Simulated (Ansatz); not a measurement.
An Ansatz input:

```yaml
crystal:
  lattice:
    - [-1.9817805048, 1.9817805048, 1.9817805048]
    - [1.9817805048, -1.9817805048, 1.9817805048]
    - [1.9817805048, 1.9817805048, -1.9817805048]
  atoms:
    - { symbol: In, position: [0.0, 0.0, 0.0] }
hamiltonian:
  xc: pbe
  pseudopotentials:
    kind: paw
    azcp:
      In: "pseudopotentials/In.paw.azcp"
basis:
  ecutwfc: 420
  fft_grid_basis: typed
kpoints:
  mp_grid: { grid: [13, 13, 13], shift: [0, 0, 0] }
magnetization:
  spin_polarized: false
scf:
  occupations: { method: fermi_dirac, width: 0.1 }
  lower_state_search: "off"
output:
  stress: true
  write_density: true
  write_potential: true
  elf: true
  volumetric_format: npy
```

and its output:

```
Engine: ansatz 0.2.0, x86_64-unknown-linux-gnu
Pseudopotentials: kind: paw
Pseudopotential: In, paw, valence charge 13, recommended cutoff 420 eV (normal) 
Functional definition: PBE
  parameter kappa = 0.804
  parameter beta = 0.06672455060314922
  exchange = pbe_x(kappa = kappa, mu = beta*pi^2/3)
  correlation = pbe_c(beta = beta)
Crystal: 1 atoms, lattice volume = 31.133 Å³
Basis set: ecut = 420 eV, 603 PW (Γ)
Bands: 11, of which v1, the nominal top of the filled ones, is band 7 counted from 1 (6 counted from 0)
Symmetry: 48 space group operations
Space group: Im-3m (ITA 229), of the structure as read, at distance tolerance 3.1e-5 Å
k-points: 84 of 2197
Non-local potential: In, projectors of the file, l = 0: 2, l = 1: 2, l = 2: 2, l = 3: 2
PAW form: soft (Blöchl's): semilocal exchange-correlation on the pseudo side does not see the compensation charge
PAW one-centre angular grid: In, 590 points (default); XC on 64 Gauss nodes
Initial density: superposition of atomic densities (neutral atoms: chi_scale 0, normalization atom), corrected by the library's trained network
Initial wavefunctions: pseudopotential atomic-orbital guess
Functional: x = pbe(κ = 0.804, μ = 0.2195149727645171), c = pbe(β = 0.06672455060314922)
SCF iter   1: F=—  HF=-5597.809373 eV  |F-HF|=—  |Δ(HF+E_count)|=         —  Δρ=5.94e-4  dr2=3.60e-5  ethr=1.77e-3  ⟨swp⟩=5.1  Hψ=5368  notcnv=0
SCF iter   2: F=—  HF=-5597.808914 eV  |F-HF|=—  |Δ(HF+E_count)|=   4.59e-4  Δρ=2.54e-4  dr2=1.03e-5  ethr=2.77e-7  ⟨swp⟩=2.2  Hψ=2165  notcnv=0
SCF iter   3: F=—  HF=-5597.808923 eV  |F-HF|=—  |Δ(HF+E_count)|=   8.64e-6  Δρ=1.57e-4  dr2=2.86e-6  ethr=7.92e-8  ⟨swp⟩=2.1  Hψ=1429  notcnv=0
SCF iter   4: F=—  HF=-5597.808934 eV  |F-HF|=—  |Δ(HF+E_count)|=   1.09e-5  Δρ=7.35e-5  dr2=9.76e-7  ethr=2.20e-8  ⟨swp⟩=2.0  Hψ=1472  notcnv=0
iter 5 did not close the SCF: its close was put off for the readings that it lacked (scf_convergence_deferred on its scf_iter line)
SCF iter   5: F=-5597.808933 eV  HF=-5597.808933 eV  |F-HF|=1.17e-7  |Δ(HF+E_count)|=   7.68e-7  Δρ=1.92e-5  dr2=6.71e-8  ethr=7.51e-9  ⟨swp⟩=2.0  Hψ=1326  notcnv=0
SCF iter   6: F=-5597.808933 eV  HF=-5597.808933 eV  |F-HF|=2.45e-9  |Δ(HF+E_count)|=   6.08e-8  Δρ=2.96e-6  dr2=1.58e-9  ethr=5.16e-10  ⟨swp⟩=6.8  Hψ=5181  notcnv=0
SCF 1 converged in 6 iterations: F = -5597.808933 eV  dr2 = 1.58e-9
SCF converged after 6 iterations
Free energy (F): -5597.808933 eV
Harris-Foulkes:  -5597.808933 eV  (|F-HF|=2.45e-9)
Internal energy: -5597.789806 eV  (E = F + TS)
E sigma→0 (E₀):  -5597.799369 eV
Entropy (-TS):   -0.019127 eV (-19.127 meV/atom)
Fermi energy:    8.008730 eV
--- Per-component energies (eV) ---
  E_band       = -50.623791
  E_kinetic    = 239.605723
  E_local      = -1179.317348  (includes V_loc(G=0)·N_el)
  E_nonlocal   = 365.915037
  E_hartree    = 460.116673
  E_xc         = -215.308887
  E_vxc        = -98.969367  (∫ρ·V_xc dr)
  E_paw        = -4151.596013  (= ΣΔE_a)
  E_vpaw       = -298.089634  (= ΣTr[D̂ρ^β])
  E_aug_tail   = 0.000026  (compensation charges beyond the density's cutoff)
  E_ewald      = -1117.205016
  E_smearing   = -0.019127  (= −TS)
  E_closure    = -0.000000  (closes the sum)
  Σ components = -5597.808933   (vs F -5597.808933, Δ=0.00e0)
--- Stress (GPa, compression-positive) ---
       -2.905091       0.000000      -0.000000
       -0.000000      -2.905091       0.000000
        0.000000       0.000000      -2.905091
  P = ⅓ Tr σ = -2.9051 GPa (-29.051 kbar)
--- Band table (eV; the first three rows and the last of 84) ---
  k-point 0: bands = ["-6.5209", "-6.5209", "-6.5209", "-6.3450", "-6.3450", "-0.4195", "17.3530", "17.3530", "17.3530", "20.4504", "20.4504"]
  k-point 1: bands = ["-6.5247", "-6.5166", "-6.5052", "-6.3491", "-6.3453", "-0.3003", "16.2676", "16.8612", "17.1556", "19.4430", "19.7855"]
  k-point 2: bands = ["-6.5352", "-6.5069", "-6.4613", "-6.3591", "-6.3460", "0.0588", "14.0766", "15.8840", "16.6195", "18.5582", "18.9524"]
  k-point 83: bands = ["-6.5692", "-6.5658", "-6.2686", "-6.2686", "-6.2669", "7.4326", "9.3518", "9.3518", "9.4515", "13.0703", "13.4784"]
```

Command:

```sh
ansatz run input.yaml --threads 1 --pin off --max-ram 3584MiB --backend cpu --events-out ev --progress --plain --runs-dir out
```

On 1 thread of Intel(R) Xeon(R) Platinum 8259CL CPU @ 2.50GHz (Skylake/Cascade Lake) (shared host) this took about 3.8 s of wall time and 3.4 s of CPU time.
